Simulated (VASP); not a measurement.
Runs of VASP 6.6.1 on Ru. The structure is hexagonal, space group P6_3/mmc (No. 194). The conventional cell has a = 2.706 Å, b = 2.706 Å, c = 4.282 Å, α = 90.00°, β = 90.00°, γ = 120.00°. Around Ru (site symmetry -6m2) lie 12 Ru at 2.65 to 2.71 Å. 

```tsv
level	gap on the mesh (eV)	pressure (GPa)	relaxed volume (Å³/atom)
vdW-DF-cx	none	0.0	(a)
optB86b-vdW	none	0.0	13.55
optB88-vdW	none	0.0	13.80
rev-vdW-DF2	none	0.0	-
vdW-DF	none	0.0	(b)
vdW-DF2	none	0.0	14.86
optPBE-vdW	none	0.0	13.90
BEEF-vdW	none	0.0	13.90
```

Alike in all rows: task relaxation of cell and atoms; potentials or basis VASP PAW PBE potentials, release 64 (Ru_pv); no spin polarisation; cell relaxed; k mesh 11 × 11 × 6; cutoff (eV) 600; smearing fermi-dirac 0.05 eV.

**Question.** Fill in the values left out.

**Answer.** (a) 13.41; (b) 14.24.

Caveats: the PAW data sets were made with another functional, which shifts forces and pressure a little; the relaxation stopped at its first step, so nothing moved (some runs).

A k mesh can miss the band edges, and the runs leave out spin-orbit coupling on Ru.

A gap of «none» marks a metal or a gap under the smearing width.

Runs at the PBE level aren't shown here.
